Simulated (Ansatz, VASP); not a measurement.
## P: VASP beside Ansatz

File INCAR:

```
SYSTEM = P
PREC = Accurate
ENCUT = 600
EDIFF = 1E-7
ISMEAR = 0
SIGMA = 0.1
LREAL = .False.
LASPH = .True.
NELM = 100
ALGO = Normal
ISIF = 3
LWAVE = .False.
LCHARG = .False.
GGA = PE
IBRION = 2
NSW = 90
EDIFFG = -0.04
```

The input KPOINTS:

```
regular mesh
0
Gamma
  6 6 6
  0 0 0
```

Contents of POSCAR:

```
P
1.0
    0.0000000000      3.3756413433      2.6620331297
    2.9509320105      0.0000000000      2.6620331297
    2.9509320105      3.3756413433      0.0000000000
P
3
Direct
    0.6656156985      0.3139521121      0.6860478879
    0.3139521121      0.6656156985      0.3343843015
    0.8537621894      0.8537621894      0.1462378106
```

Input for Ansatz:

```yaml
crystal:
  lattice:
    - [0.0, 3.3756413433, 2.6620331297]
    - [2.9509320105, 0.0, 2.6620331297]
    - [2.9509320105, 3.3756413433, 0.0]
  atoms:
    - { symbol: P, position: [0.6656156985, 0.3139521121, 0.6860478879] }
    - { symbol: P, position: [0.3139521121, 0.6656156985, 0.3343843015] }
    - { symbol: P, position: [0.8537621894, 0.8537621894, 0.1462378106] }
basis:
  ecutwfc: 420
kpoints:
  mp_grid: { grid: [6, 6, 6] }
hamiltonian:
  xc: pbe
scf:
  occupations: { method: gaussian, width: 0.1 }
  lower_state_search: "off"
output:
  forces: true
  stress: true
  eigenvalues: true
relax:
  adjacent_minimum: "off"
  f_tol: 0.04
  max_steps: 70
  cell: { stress_tol: 0.4 }
```

Alike in both runs: task relaxation of cell and atoms; functional PBE; k mesh 6 × 6 × 6; occupations gaussian, width 0.1 eV; no spin polarisation.

|  | VASP | Ansatz |
| --- | --- | --- |
| version | VASP 6.6.1 | Ansatz 0.2.0 |
| potentials or method | VASP PAW PBE potentials, release 64 (P) | scalar-relativistic, plane waves, PAW |
| plane-wave cutoff (eV) | 600 | 420 |
| valence electrons in the cell | 15 | 15 |

```tsv
	VASP	Ansatz	Ansatz less VASP
gap on the k mesh at the Fermi level, each at its own relaxed structure (eV)	none	none	-
relaxed volume (Å³/atom)	23.80	19.52	-4.283
relaxed cell length with the largest relative difference (Å)	3.935	4.326	+0.3905
energy change over the relaxation (meV/atom)	-363	-469	-105.6
```

A gap of «none» marks a metal or a gap that the smearing closes. One of these differences is far larger than is usual between the two programs; its cause wasn't traced.

Caveats: the volume moved by over 15 % at a fixed basis, so the end points are rough.
